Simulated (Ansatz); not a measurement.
Crystal: FeGe.

```xyz
8
Lattice="4.6890 0.0000 0.0000 0.0000 4.6890 0.0000 0.0000 0.0000 4.6890" Properties=species:S:1:pos:R:3 pbc="T T T"
Ge    0.7409    1.6036    3.0854
Ge    1.6036    3.0854    0.7409
Ge    3.0854    0.7409    1.6036
Ge    3.9481    3.9481    3.9481
Fe    4.0560    2.9775    1.7115
Fe    2.9775    1.7115    4.0560
Fe    1.7115    4.0560    2.9775
Fe    0.6330    0.6330    0.6330
```

Base run:

```yaml
Program: Ansatz 0.2.0
Functional: PBEsol
Potentials_or_basis: Ansatz PAW
Cutoff: "420 eV (not typed: the program's choice for these potentials)"
k_mesh: 6 × 6 × 6
Occupations: fermi-dirac, width 0.05 eV
Spin: no spin polarisation
```

Its results: pressure -12.9 GPa; largest force 0.395 eV/Å.

Problem. The run is repeated on the same cell with these changes: spin from no spin polarisation to collinear spin, ferromagnetic start. What comes out?

Solution. Pressure -10.0 GPa; net moment 4.21 μB per cell; site moments Ge -0.05; Fe +1.16 μB; largest force 0.142 eV/Å.

Caveats: the PAW data sets come from PBE, with cores solved anew for the run's functional, which leaves a small shift of forces and pressure.
